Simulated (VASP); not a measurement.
BaTe:

```
CELL_PARAMETERS angstrom
0.00000 3.41000 3.41000
3.41000 0.00000 3.41000
3.41000 3.41000 0.00000
ATOMIC_POSITIONS crystal
Ba 0.00000 0.00000 0.00000
Te 0.50000 0.50000 0.50000
```

Base run:

| Item | Value |
| --- | --- |
| Program | VASP 6.6.1 |
| Functional | r2SCAN |
| Potentials or basis | VASP PAW PBE potentials, release 64 (Ba_sv, Te) |
| Cutoff | 520 eV |
| k mesh | 6 × 6 × 6 |
| Occupations | gaussian, width 0.02 eV |
| Spin | no spin polarisation |

Its results: band gap on the k mesh 1.68 eV, indirect (least direct gap 2.07 eV); pressure 4.5 GPa.

**Question.** After a change of settings the same cell gave: band gap on the k mesh 1.42 eV, indirect (least direct gap 1.76 eV); pressure 3.8 GPa. Which change was it?
A. functional from r2SCAN to LDA; potentials or basis from VASP PAW PBE potentials, release 64 (Ba_sv, Te) to VASP PAW LDA potentials, release 64 (Ba_sv, Te)
B. functional from r2SCAN to PBE; k mesh from 6 × 6 × 6 to 3 × 3 × 3
C. functional from r2SCAN to PBE; potentials or basis from VASP PAW PBE potentials, release 64 (Ba_sv, Te) to VASP PAW PBE potentials, release 64 (Ba_sv_GW, Te_GW); cutoff from 520 eV to 450 eV

**Answer.** C.

Caveats: spin-orbit coupling is left out, which moves the levels of the heavy elements; the PAW data sets were made with another functional, which shifts forces and pressure a little (some runs).
